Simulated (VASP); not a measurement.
**TaN: single point with r2SCAN+U**

The system is TaN.

```xyz
2
Lattice="0.0000 2.4911 2.4911 2.4911 0.0000 2.4911 2.4911 2.4911 0.0000" Properties=species:S:1:pos:R:3 pbc="T T T"
Ta    0.0000    0.0000    0.0000
N     1.2456    1.2456    1.2456
```

The cell comes from a database or a generator and needn't be the stable form of this composition.

```yaml
Program: VASP 6.6.1
Task: single point
Functional: r2SCAN
Potentials_or_basis: VASP PAW PBE potentials, release 64 (Ta_pv, N)
Cutoff: 520 eV
k_mesh: 7 × 7 × 7
Occupations: gaussian, width 0.05 eV
Spin: collinear spin, ferromagnetic start
Starting_moments: "[0.5, 0.0] μB"
Fixed_moment: 0 μB
Hubbard_terms: Ta d U = 5 eV
```

The pressure is -21.1 GPa. The net moment is 0.00 μB per cell. The valence electrons inside the program's atomic spheres are Ta 8.47; N 3.74.

Eigenvalues of the final occupation matrices:
```tsv
site	spin	trace	eigenvalues
site 1 d	1	1.00	0.13 0.13 0.24 0.24 0.24
site 1 d	2	1.00	0.13 0.13 0.24 0.24 0.24
```

It took 100 s on 1 thread of Intel(R) Xeon(R) Platinum 8375C CPU @ 2.90GHz (Ice Lake), on a shared host, peak memory 0.19 GiB.

Caveat: the PAW data sets were made with another functional, which shifts forces and pressure a little; the total moment is fixed, so each spin has its own Fermi level. Spin-orbit coupling is left out, which matters for the levels of Ta.
